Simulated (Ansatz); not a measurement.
# Pd (P6_3/mmc) in Ansatz: a series of runs

The runs below take Pd through single point, equation of state, with PBE0.

Everything below comes from runs of Ansatz 0.2.0. Logs are shortened: lines on timing, memory, paths and dates and some standing lists are left out, and cuts for length are marked.

## (1) Starting point

The structure is hexagonal, space group P6_3/mmc (No. 194). The conventional cell has a = 2.784 Å, b = 2.784 Å, c = 4.629 Å, α = 90.00°, β = 90.00°, γ = 120.00°. Pd (site symmetry -6m2) is surrounded by 12 Pd at 2.78 to 2.82 Å.

This isn't the form of Pd at room conditions, which is fcc.

## (2) Single point, PBE0, 14.60 Å³/atom (volume scaled by 0.94)

input

```
crystal:
  lattice:
    - [2.7268396102, 0.0, 0.0]
    - [-1.3634198051, 2.3615123745, 0.0]
    - [0.0, 0.0, 4.5343992815]
  atoms:
    - { symbol: Pd, position: [0.3333333333, 0.6666666667, 0.25] }
    - { symbol: Pd, position: [0.6666666667, 0.3333333333, 0.75] }
hamiltonian:
  xc: pbe0
  pseudopotentials: { kind: paw }
kpoints:
  mp_grid: { grid: [6, 6, 4] }
scf:
  occupations: { method: fermi_dirac, width: 0.05 }
output:
  forces: true
  stress: true
  eigenvalues: true
```

Potentials or basis: Ansatz PAW.

Standard output:

```text
Warning: output.stress: scf.convergence.dr2_threshold = 1e-7 eV (the SCF's general default) is looser than the 2e-10 eV advised for a printed stress (1e-10 eV for each atom of the cell: 2). What an SCF threshold leaves in a stress goes as its square root, and in the free energy as the threshold itself, and one threshold admits the most on a small cell: of the crystals measured, under no hybrid functional and no lock of the moments, on runs that ended without the residual-converged pass, on stresses that held no estimate of that error, the worst erred by over 100 MPa in a component at 1e-7 eV an atom and by under 5 at 1e-10. Set scf.convergence.dr2_threshold to 2e-10 eV or tighter. The threshold is an SCF's pass mark: one that does not reach it within its budget of iterations ends unconverged, or closes short of it on a stop that the run arms, and scf.convergence.dr2_threshold's page says what that costs each kind of run
Warning: output.stress: scf.exx.energy_threshold = 1e-6 eV is looser than the 2e-8 eV advised for a stress under a hybrid functional (1e-8 eV for each atom of the cell: 2). Every SCF of the exchange loop can meet its threshold on dr2 while the loop round them stops early: no threshold on dr2 bounds what that leaves in the stress. Set scf.exx.energy_threshold to 2e-8 eV or tighter. The threshold is the loop's pass mark: a loop that does not reach it within its budget of cycles ends unconverged, and scf.exx.energy_threshold's page has the law
GPUs: using 1 of 1 available (devices: 1).
Engine: ansatz 0.2.0, x86_64-unknown-linux-gnu
Pseudopotentials: kind: paw
Pseudopotential: Pd, paw, valence charge 18, recommended cutoff 420 eV (normal), Pd.paw.azcp
Functional definition: PBE0
  parameter a = 0.25
  parameter kappa = 0.804
  parameter beta = 0.06672455060314922
  exchange = (1 - a)*pbe_x(kappa = kappa, mu = beta*pi^2/3) + a*exact_x
  correlation = pbe_c(beta = beta)
device memory: the entry about to start is reckoned to put 0.5 GiB on a device that reports 51.2 GiB free (of which the cap on the GPU budget leaves the run 18.0 GiB)
GPU FFT provider: cuFFT
GPU libraries: cuBLAS 13.8.2, cuFFT 12.4.0, cuSOLVER 12.3.4
Crystal: 2 atoms, lattice volume = 29.199 Å³
Basis set: ecut = 420 eV, 573 PW (Γ), exchange–correlation on 40×40×64 points (8 copies of the dense FFT grid, shifted against one another)
Bands: 22, of which v1, the nominal top of the filled ones, is band 18 counted from 1 (17 counted from 0)
Symmetry: 24 space group operations
Space group: P63/mmc (ITA 194), of the structure as read, at distance tolerance 3.1e-5 Å
k-points: 21 of 144
Non-local potential: Pd, projectors of the file, l = 0: 2, l = 1: 2, l = 2: 2, l = 3: 1
PAW form: soft (Blöchl's): semilocal exchange-correlation on the pseudo side does not see the compensation charge
PAW frozen core: Pd, regenerated for the run's functional, and the local potential with it (the file was generated under x = pbe(κ = 0.804, μ = 0.2195149727645171), c = pbe(β = 0.06672455060314922))
PAW one-centre angular grid: Pd, 590 points (default); XC on 64 Gauss nodes
Initial density: superposition of atomic densities (neutral atoms: chi_scale 0, normalization atom), corrected by the library's trained network
Initial wavefunctions: pseudopotential atomic-orbital guess
GPU buffer pool allocated for 12800 grid points (all kernels)
GPU transforms: local potential and band sums: pruned to the plane-wave sphere, on 18×20×32
[... 110 lines left out ...]
Frozen-core exchange: fock
SCF iter   1: F=—  HF=-13949.101315 eV  |F-HF|=—  |Δ(HF+E_count)|=         —  Δρ=5.23e-6  dr2=2.55e-9  ethr=4.25e-10  ⟨swp⟩=4.6  Hψ=1045  notcnv=0
preconditioner: auto → none  [insulator: Δε(μ)=0.442 eV  Ē_g=11.841 eV  σ=0.050 eV  W_gap=0.92  n_scr=10 (ndim 8)  ℏωp=30.7 eV  f_vac=0.000  D(μ)=0.28/eV (n_scr^D=0)]
SCF iter   2: F=-13949.101315 eV  HF=-13949.101315 eV  |F-HF|=1.27e-10  |Δ(HF+E_count)|=  7.19e-10  Δρ=1.65e-6  dr2=2.22e-10  ethr=6.98e-12  ⟨swp⟩=3.3  Hψ=1012  notcnv=0  defer=5
SCF 8 converged in 2 iterations: F = -13949.101315 eV  dr2 = 2.22e-10
  Residual-converged pass: ⟨swp⟩=2.1  Hψ=794  notcnv=0  max |occ|·‖R‖ = 2.4e-6 eV (tolerance 2.4e-6 eV)  dr2=2.14e-10  dr2_onsite=4.17e-11  max |Δocc| = 7.1e-15
hybrid outer 7: dexx = +4.056e-10 eV, tail = 6.28e-10 eV, Δε = 6.43e-5 eV (about 2.34e-5 eV left of the loop's levels), ΔF = 4.63e-18 eV/Å (tail 1.68e-18)
hybrid SCF converged: 7 outer / 30 inner (+7 warm-up), last move |dexx| = 4.06e-10 eV, tail = 6.28e-10 eV
Stability not checked: this state was not tested for a lower state beside it, because the functional holds exact exchange (a hybrid, or Hartree-Fock), whose exchange loop this test does not read (fock_operator; see scf.lower_state_search)
Free energy (F): -13949.101315 eV
Frozen-core exchange: fock
Harris-Foulkes:  -13949.101315 eV  (|F-HF|=1.27e-10)
Internal energy: -13949.098469 eV  (E = F + TS)
E sigma→0 (E₀):  -13949.099892 eV
Entropy (-TS):   -0.002846 eV (-1.423 meV/atom)
Fermi energy:    19.226369 eV
--- Per-component energies (eV) ---
  E_band       = -366.717762
  E_kinetic    = 1031.654393
  E_local      = -3475.751610  (includes V_loc(G=0)·N_el)
  E_nonlocal   = 434.520124
  E_hartree    = 1417.394193
  E_xc         = -261.206304
  E_vxc        = -327.344925  (∫ρ·V_xc dr)
  E_exx        = -156.315174  (= α·E_x^exact, valence–valence)
  E_paw        = -7425.260726  (= ΣΔE_a)
  E_vpaw       = -551.953953  (= ΣTr[D̂ρ^β])
  E_aug_tail   = 0.000445  (compensation charges beyond the density's cutoff)
  E_ewald      = -5513.014530
  E_core_change = -1.119280  (= ΣΔE_core)
  E_smearing   = -0.002846  (= −TS)
  E_closure    = -0.000001  (closes the sum)
  Σ components = -13949.101315   (vs F -13949.101315, Δ=0.00e0)
--- Forces (eV/Å), atoms counted from 1 ---
  atom   1  Pd     0.00000000     0.00000000     0.00000000
  atom   2  Pd     0.00000000     0.00000000     0.00000000
  max |Σ_I F_I| component: 4.63e-18 eV/Å
--- Stress (GPa, compression-positive) ---
        0.504608       0.000000       0.000000
       -0.000000       0.504608       0.000000
        0.000000       0.000000       8.956476
  P = ⅓ Tr σ = 3.3219 GPa (33.219 kbar)
--- Band table (eV; the first three rows and the last of 21) ---
  k-point 0: bands = ["-69.5474", "-69.4864", "-34.0804", "-33.7299", "-33.7299", "-33.6602", "-33.6602", "-33.5906", "11.3604", "12.9254", "15.4171", "15.5979", "15.5979", "15.9823", "15.9823", "16.6293", "16.6293", "18.3777", "18.3777", "21.0460", "28.3056", "38.1736"]
  k-point 1: bands = ["-69.5386", "-69.4951", "-34.0089", "-33.7192", "-33.7192", "-33.6703", "-33.6703", "-33.6631", "11.9648", "13.0626", "15.3084", "15.4835", "15.4835", "15.8063", "15.8063", "17.0665", "17.0665", "18.2694", "18.2694", "18.4902", "31.0761", "37.4255"]
  k-point 2: bands = ["-69.5168", "-69.5168", "-33.8366", "-33.8366", "-33.6945", "-33.6945", "-33.6945", "-33.6945", "13.0295", "13.0295", "15.5297", "15.5297", "15.5297", "15.5297", "15.8128", "15.8128", "17.7889", "17.7889", "17.7889", "17.7889", "35.5430", "35.5430"]
  k-point 20: bands = ["-69.4623", "-69.4623", "-34.0492", "-34.0492", "-33.9850", "-33.9850", "-33.7223", "-33.7223", "14.0995", "14.0995", "14.6419", "14.6419", "15.7261", "15.7261", "16.7024", "16.7024", "18.8999", "18.8999", "28.0757", "28.0757", "29.9613", "29.9613"]
```

Wall time 32 s (1 × NVIDIA H100 80GB HBM3 with 2 threads of AMD EPYC 7R13 (Zen 3), shared host); peak memory 1.7 GiB.

Results:

| Property | Result |
| --- | --- |
| Free energy | -13949.1013 eV |
| Pressure | 3.3 GPa |
| Band gap on the k mesh | none (metal or under the smearing width) |

Caveat: the k mesh is coarse (spacing up to 0.44 Å⁻¹), so the values aren't converged, least of all with exact exchange; the pressure holds a Pulay correction of +0.3 GPa for the finite cutoff; the PAW data sets come from PBE, with cores solved anew for the run's functional, which leaves a small shift of forces and pressure; the thresholds are loose for stress.

## (3) Single point, PBE0, 14.91 Å³/atom (volume scaled by 0.96)

input: that of step 2 with these lines changed.

```diff
@@ -2,5 +2,5 @@
   lattice:
-    - [2.7268396102, 0.0, 0.0]
-    - [-1.3634198051, 2.3615123745, 0.0]
-    - [0.0, 0.0, 4.5343992815]
+    - [2.7460433387, 0.0, 0.0]
+    - [-1.3730216694, 2.3781432912, 0.0]
+    - [0.0, 0.0, 4.566332723]
   atoms:
```

Potentials or basis: Ansatz PAW.

Run time: 30 s. Hardware: 1 × NVIDIA H100 80GB HBM3 with 2 threads of AMD EPYC 7R13 (Zen 3), shared host; peak memory 1.7 GiB.

The run converged. Its results:

```yaml
Free_energy: -13949.1062 eV
Pressure: -0.7 GPa
Band_gap_on_the_k_mesh: none (metal or under the smearing width)
```

Caveat: the k mesh is coarse (spacing up to 0.44 Å⁻¹), so the values aren't converged, least of all with exact exchange; the PAW data sets come from PBE, with cores solved anew for the run's functional, which leaves a small shift of forces and pressure; the thresholds are loose for stress.

## (4) Single point, PBE0, 15.22 Å³/atom (volume scaled by 0.98)

input: that of step 3 with these lines changed.

```diff
@@ -2,5 +2,5 @@
   lattice:
-    - [2.7460433387, 0.0, 0.0]
-    - [-1.3730216694, 2.3781432912, 0.0]
-    - [0.0, 0.0, 4.566332723]
+    - [2.7649821671, 0.0, 0.0]
+    - [-1.3824910836, 2.3945447978, 0.0]
+    - [0.0, 0.0, 4.597825668]
   atoms:
```

Run time: 16 s. Hardware: 1 × NVIDIA H100 80GB HBM3 with 2 threads of AMD EPYC 7R13 (Zen 3), shared host; peak memory 1.7 GiB.

Results (log left out):

```
Free energy            : -13949.0967 eV
Pressure               : -4.2 GPa
Band gap on the k mesh : none (metal or under the smearing width)
```

Caveat: the k mesh is coarse (spacing up to 0.44 Å⁻¹), so the values aren't converged, least of all with exact exchange; the PAW data sets come from PBE, with cores solved anew for the run's functional, which leaves a small shift of forces and pressure; the thresholds are loose for stress.

## (5) Single point, PBE0, 15.53 Å³/atom

input: that of step 4 with these lines changed.

```diff
@@ -2,5 +2,5 @@
   lattice:
-    - [2.7649821671, 0.0, 0.0]
-    - [-1.3824910836, 2.3945447978, 0.0]
-    - [0.0, 0.0, 4.597825668]
+    - [2.7836650458, 0.0, 0.0]
+    - [-1.3918325229, 2.4107246453, 0.0]
+    - [0.0, 0.0, 4.628893]
   atoms:
@@ -19 +19,5 @@
   eigenvalues: true
+  write_density: true
+  write_potential: true
+  elf: true
+  volumetric_format: npy
```

Run time: 18 s. Hardware: 1 × NVIDIA H100 80GB HBM3 with 2 threads of AMD EPYC 7R13 (Zen 3), shared host; peak memory 1.8 GiB.

It converged, with:

| Property | Result |
| --- | --- |
| Free energy | -13949.0744 eV |
| Pressure | -7.2 GPa |
| Band gap on the k mesh | none (metal or under the smearing width) |

Caveat: the k mesh is coarse (spacing up to 0.43 Å⁻¹), so the values aren't converged, least of all with exact exchange; the PAW data sets come from PBE, with cores solved anew for the run's functional, which leaves a small shift of forces and pressure; the thresholds are loose for stress.

## (6) Single point, PBE0, 15.84 Å³/atom (volume scaled by 1.02)

input: that of step 5 with these lines changed.

```diff
@@ -2,5 +2,5 @@
   lattice:
-    - [2.7836650458, 0.0, 0.0]
-    - [-1.3918325229, 2.4107246453, 0.0]
-    - [0.0, 0.0, 4.628893]
+    - [2.8021004509, 0.0, 0.0]
+    - [-1.4010502255, 2.4266901745, 0.0]
+    - [0.0, 0.0, 4.6595488139]
   atoms:
@@ -19,5 +19 @@
   eigenvalues: true
-  write_density: true
-  write_potential: true
-  elf: true
-  volumetric_format: npy
```

Potentials or basis: Ansatz PAW.

It took 28 s on 1 × NVIDIA H100 80GB HBM3 with 2 threads of AMD EPYC 7R13 (Zen 3), shared host; peak memory 1.7 GiB.

The run converged. Its results:

```
Free energy            : -13949.0410 eV
Pressure               : -9.9 GPa
Band gap on the k mesh : none (metal or under the smearing width)
```

Caveat: the k mesh is coarse (spacing up to 0.43 Å⁻¹), so the values aren't converged, least of all with exact exchange; the PAW data sets come from PBE, with cores solved anew for the run's functional, which leaves a small shift of forces and pressure; the thresholds are loose for stress.

## (7) Single point, PBE0, 16.15 Å³/atom (volume scaled by 1.04)

input: that of step 6 with these lines changed.

```diff
@@ -2,5 +2,5 @@
   lattice:
-    - [2.8021004509, 0.0, 0.0]
-    - [-1.4010502255, 2.4266901745, 0.0]
-    - [0.0, 0.0, 4.6595488139]
+    - [2.8202964182, 0.0, 0.0]
+    - [-1.4101482091, 2.4424483444, 0.0]
+    - [0.0, 0.0, 4.6898064722]
   atoms:
```

Run time: 19 s. Hardware: 1 × NVIDIA H100 80GB HBM3 with 2 threads of AMD EPYC 7R13 (Zen 3), shared host; peak memory 1.8 GiB.

It converged, with:

* Free energy: -13948.9858 eV
* Pressure: -11.8 GPa
* Band gap on the k mesh: none (metal or under the smearing width)

Caveat: the k mesh is coarse (spacing up to 0.43 Å⁻¹), so the values aren't converged, least of all with exact exchange; the PAW data sets come from PBE, with cores solved anew for the run's functional, which leaves a small shift of forces and pressure; the thresholds are loose for stress.

## (8) Single point, PBE0, 16.46 Å³/atom (volume scaled by 1.06)

input: that of step 7 with these lines changed.

```diff
@@ -2,5 +2,5 @@
   lattice:
-    - [2.8202964182, 0.0, 0.0]
-    - [-1.4101482091, 2.4424483444, 0.0]
-    - [0.0, 0.0, 4.6898064722]
+    - [2.838260574, 0.0, 0.0]
+    - [-1.419130287, 2.4580057597, 0.0]
+    - [0.0, 0.0, 4.7196786564]
   atoms:
@@ -19 +19,5 @@
   eigenvalues: true
+  write_density: true
+  write_potential: true
+  elf: true
+  volumetric_format: npy
```

Wall time 28 s (1 × NVIDIA H100 80GB HBM3 with 2 threads of AMD EPYC 7R13 (Zen 3), shared host); peak memory 1.7 GiB.

The run converged. Its results:

* Free energy: -13948.9633 eV
* Pressure: -13.8 GPa
* Band gap on the k mesh: none (metal or under the smearing width)

Caveat: the k mesh is coarse (spacing up to 0.43 Å⁻¹), so the values aren't converged, least of all with exact exchange; the PAW data sets come from PBE, with cores solved anew for the run's functional, which leaves a small shift of forces and pressure; the thresholds are loose for stress.

## (9) Equation of state, PBE0

Potentials or basis: Ansatz PAW.

No new run: the results of the series are fitted here.

What came out:

| Property | Result |
| --- | --- |
| Equilibrium volume | 14.88 Å³/atom (rough: see the caveat) |
| Bulk modulus at fixed shape and positions | 289 GPa (rough) |

Energy against volume, from the lowest point:
```csv
volume (Å³/atom),energy (meV/atom)
14.600,2.42
14.910,0.00
15.221,4.73
15.531,15.88
15.842,32.56
16.153,60.18
16.463,71.45
```

Caveat: the k mesh is coarse (spacing up to 0.43 Å⁻¹), so the values aren't converged, least of all with exact exchange; the fit is doubtful: noisy points or a state that changes with volume; the cell was scaled at fixed shape and fractional positions, which overstates the stiffness of a crystal with free parameters, most of all of layers and chains; the PAW data sets were made with another functional, which shifts forces and pressure a little.
